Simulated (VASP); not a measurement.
PtSe2: relaxation of cell and atoms with LDA

PtSe2:

```
CELL_PARAMETERS angstrom
3.73911 0.00000 0.00000
-1.86956 3.23817 0.00000
0.00000 0.00000 4.78328
ATOMIC_POSITIONS crystal
Pt 0.00000 0.00000 0.00000
Se 0.33333 0.66667 0.26472
Se 0.66667 0.33333 0.73528
```

```yaml
Program: VASP 6.6.1
Task: relaxation of cell and atoms
Functional: LDA
Potentials_or_basis: VASP PAW LDA potentials, release 64 (Pt, Se)
Cutoff: 350 eV
k_mesh: 6 × 6 × 4
Occupations: gaussian, width 0.02 eV
Spin: no spin polarisation
Further_INCAR_settings: ALGO = Fast; EDIFF = 1e-07; IBRION = 2; EDIFFG = -0.002; NSW = 80; ISIF = 3
```

| Quantity | Value |
| --- | --- |
| Relaxed volume | 19.28 Å³/atom |
| Relaxed cell | a = 3.740 Å, b = 3.740 Å, c = 4.776 Å, α = 90.00°, β = 90.00°, γ = 120.00° |
| Space group after relaxing (to 0.05 Å) | P-3m1 (No. 164) |
| Energy gained by relaxing | 0.0 meV/atom |
| Ionic steps | 9 |
| Pressure after relaxing | 0.0 GPa |
| Band gap on the k mesh | none (metal or under the smearing width) |

Final structure:
```cif
data_structure
_symmetry_space_group_name_H-M 'P 1'
_symmetry_Int_Tables_number 1
_cell_length_a 3.7399
_cell_length_b 3.7399
_cell_length_c 4.7760
_cell_angle_alpha 90.000
_cell_angle_beta 90.000
_cell_angle_gamma 120.000
_cell_volume 57.85
loop_
_atom_site_label
_atom_site_type_symbol
_atom_site_fract_x
_atom_site_fract_y
_atom_site_fract_z
_atom_site_occupancy
Pt1 Pt 0.00000 0.00000 0.00000 1
Se1 Se 0.33333 0.66667 0.26488 1
Se2 Se 0.66667 0.33333 0.73511 1
```

Levels at points of the mesh, in eV from the Fermi level:
```csv
k point,band 9,band 10,band 11,band 12,band 13,band 14
"(0.00, 0.00, 0.00)",-0.99,-0.99,0.86,1.14,1.14,3.21
"(0.50, 0.00, 0.00)",-3.37,-3.31,-2.93,0.54,2.64,5.11
"(0.00, 0.00, 0.50)",-1.72,-1.72,-1.63,2.46,2.46,4.96
"(0.50, 0.00, 0.50)",-3.11,-2.64,-1.08,0.66,1.56,4.80
```

Run time: 11 s on 4 MPI ranks on Intel(R) Xeon(R) Platinum 8488C (Sapphire Rapids), with other jobs on the host, peak memory 0.13 GiB a rank.

The run has no spin-orbit coupling, so splittings on Pt are missing.
